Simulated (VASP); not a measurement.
# Cu (Fm-3m) in VASP: reference runs, part 2 of 2

VASP 6.6.1.

## 9. Single point, PBEsol (cell strained at random at fixed volume)

Input file INCAR:

```
ALGO = Normal
EDIFF = 1E-7
ENCUT = 520
GGA = PS
ISIF = 2
ISMEAR = -1
LASPH = True
LCHARG = False
LREAL = False
LWAVE = False
NBANDS = 12
NELM = 80
PREC = Accurate
SIGMA = 0.05
```

Input file KPOINTS:

```
k-points
0
Gamma
  13 13 13
```

Input file POSCAR:

```
Cu
1.0
   -0.0085780000      1.7957520000      1.8016880000
    1.8229500000     -0.0240520000      1.8171630000
    1.7953260000      1.7836020000      0.0035720000
Cu
1
Direct
    0.0014560000     -0.0242930000      0.0293210000
```

Potentials or basis: VASP PAW PBE potentials, release 64 (Cu).

Run with:

```sh
$ cat potpaw_PBE.64/Cu/POTCAR > POTCAR
$ mpirun -np 1 vasp_std > vasp.out
```

OUTCAR:

```text
EDIFF = 1E-7
   ENCUT = 520
   GGA = PS
   ISIF = 2
   ISMEAR = -1
   LASPH = True
   LREAL = False
   NELM = 80
   PREC = Accurate

 ion  position               nearest neighbor table
   1  0.001  0.976  0.029-

  LATTYP: Found a triclinic cell.
 ALAT       =     2.5307003576
 B/A-ratio  =     1.0064585592
 C/A-ratio  =     1.0171351202
 COS(alpha) =     0.0032410508
 COS(beta)  =     0.4968205742
 COS(gamma) =     0.4980759940

  Lattice vectors:

 A1 = (  -1.7953260000,  -1.7836020000,  -0.0035720000)
 A2 = (  -1.8039040000,   0.0121500000,   1.7981160000)
 A3 = (  -1.8229500000,   0.0240520000,  -1.8171630000)

Analysis of symmetry for initial positions (statically):
=====================================================================
 Subroutine PRICEL returns:
 Original cell was already a primitive cell.

 Routine SETGRP: Setting up the symmetry group for a
 triclinic supercell.

 Subroutine GETGRP returns: Found  2 space group operations
 (whereof  1 operations were pure point group operations)
[... 172 lines left out ...]
  band No.  band energies     occupation
      1      -1.9886      2.00000
      2       4.2990      2.00000
      3       4.3782      2.00000
      4       4.4226      2.00000
      5       5.1894      2.00000
      6       5.2168      2.00000
      7      29.8935      0.00000
      8      32.0369      0.00000
      9      32.7534      0.00000
     10      33.1099      0.00000
     11      34.5274      0.00000
     12      35.1720      0.00000
[... 331 lines left out ...]
 k-point    24 :       0.2308    0.1538    0.0000
  band No.  band energies     occupation
      1      -0.1299      2.00000
      2       3.9065      2.00000
      3       4.6277      2.00000
      4       4.8022      2.00000
      5       4.9459      2.00000
      6       5.3877      2.00000
      7      23.7279      0.00000
      8      26.8494      0.00000
      9      28.0740      0.00000
     10      29.2707      0.00000
     11      31.9301      0.00000
     12      39.1250      0.00000

 [... further k-points ...]

------------------------ aborting loop because EDIFF is reached ----------------------------------------

  FORCE on cell =-STRESS in cart. coord.  units (eV):
  Direction    XX          YY          ZZ          XY          YZ          ZX
  --------------------------------------------------------------------------------------
  -------------------------------------------------------------------------------------
  Total       -0.4358226     -0.4126583     -0.4436146      0.1115287      0.0389276     -0.0549507
  in kB      -59.1228479    -55.9804252    -60.1798966     15.1297623      5.2808419     -7.4545049
  external PRESSURE =     -58.4277232 kB  Pullay stress =       0.0000000 kB

 VOLUME and BASIS-vectors are now :
 -----------------------------------------------------------------------------
  energy-cutoff  :      520.00
  volume of cell :       11.81
      direct lattice vectors                 reciprocal lattice vectors
    -0.008578000  1.795752000  1.801688000    -0.274434302  0.275679553  0.278957174
     1.822950000 -0.024052000  1.817163000     0.271546885 -0.273881102  0.274271608
     1.795326000  1.783602000  0.003572000     0.279965593  0.279412393 -0.277158874

 POSITION                                       TOTAL-FORCE (eV/Angst)
 -----------------------------------------------------------------------------------
      1.83129      0.03144      1.77575         0.000000      0.000000     -0.000000
 -----------------------------------------------------------------------------------
    total drift:                                0.000024      0.000067      0.000031

  FREE ENERGIE OF THE ION-ELECTRON SYSTEM (eV)
  ---------------------------------------------------
  free  energy   TOTEN  =        -4.3010235416 eV

  energy  without entropy=       -4.2984785214  energy(sigma->0) =       -4.29975103
```

OSZICAR:

```text
N       E                     dE             d eps       ncg     rms          rms(c)
DAV:   1     0.423560669277E+02    0.42356E+02   -0.53321E+03 29024   0.154E+03
DAV:   2    -0.403869244044E+01   -0.46395E+02   -0.42698E+02 27180   0.206E+02
DAV:   3    -0.537754525728E+01   -0.13389E+01   -0.13302E+01 30436   0.401E+01
DAV:   4    -0.538588653439E+01   -0.83413E-02   -0.83399E-02 29776   0.280E+00
DAV:   5    -0.538596276386E+01   -0.76229E-04   -0.76228E-04 31204   0.272E-01    0.840E+00
DAV:   6    -0.477019956690E+01    0.61576E+00   -0.17777E+01 31312   0.797E+01    0.441E+00
DAV:   7    -0.431440673519E+01    0.45579E+00   -0.27740E+00 31420   0.314E+01    0.542E-01
DAV:   8    -0.430314662915E+01    0.11260E-01   -0.64070E-03 31468   0.144E+00    0.344E-01
DAV:   9    -0.430101652420E+01    0.21301E-02   -0.12080E-02 32212   0.187E+00    0.228E-02
DAV:  10    -0.430102238853E+01   -0.58643E-05   -0.33474E-05 37916   0.934E-02    0.627E-03
DAV:  11    -0.430102356590E+01   -0.11774E-05   -0.52902E-07 32396   0.130E-02    0.437E-04
DAV:  12    -0.430102354158E+01    0.24323E-07   -0.12541E-08 17672   0.188E-03
   1 F= -.43010235E+01 E0= -.42997510E+01  d E =-.254502E-02
```

Wall time 52 s (1 thread of Intel Xeon 6975P-C (Granite Rapids), shared host); peak memory 0.26 GiB.

What came out:

```
Free energy            : -4.3010 eV
Pressure               : -5.8 GPa
Band gap on the k mesh : none (metal or under the smearing width)
```

Stress tensor (GPa, compression positive):
```
-5.91  1.51 -0.75
 1.51 -5.60  0.53
-0.75  0.53 -6.02
```

Levels at points of the mesh, in eV from the Fermi level:
```tsv
k point	band 3	band 4	band 5	band 6	band 7	band 8
(0.00, 0.00, 0.00)	-3.16	-3.12	-2.35	-2.32	22.35	24.50
```

Caveat: the PAW data sets were made with another functional, which shifts forces and pressure a little.

## 10. Equation of state, PBEsol

Potentials or basis: VASP PAW PBE potentials, release 64 (Cu).

This step only gathers the single runs of the series.

What came out:

```yaml
Equilibrium_volume: 11.36 Å³/atom
Bulk_modulus: 165 GPa
Pressure_derivative_of_the_bulk_modulus: 5.0
```

Energy against volume, from the lowest point:
```
volume (Å³/atom)  energy (meV/atom)
          11.102               3.20
          11.338               0.00
          11.574               1.94
          11.810               8.42
          12.047              18.89
          12.283              32.88
          12.519              49.99
```

Caveat: the PAW data sets were made with another functional, which shifts forces and pressure a little.

## 11. The runs side by side

```tsv
task	cell	gap on the mesh (eV)	pressure (GPa)
single point	as given	none	-5.9
single point	cell strained at random at fixed volume	none	-5.8
equation of state	as given	-	-
```

Alike in all rows: level PBEsol; potentials or basis VASP PAW PBE potentials, release 64 (Cu); no spin polarisation; k mesh 13 × 13 × 13; cutoff (eV) 520; smearing fermi-dirac 0.05 eV.

Caveats: the PAW data sets were made with another functional, which shifts forces and pressure a little.

Absolute energies hang on the potentials; compare differences alone.
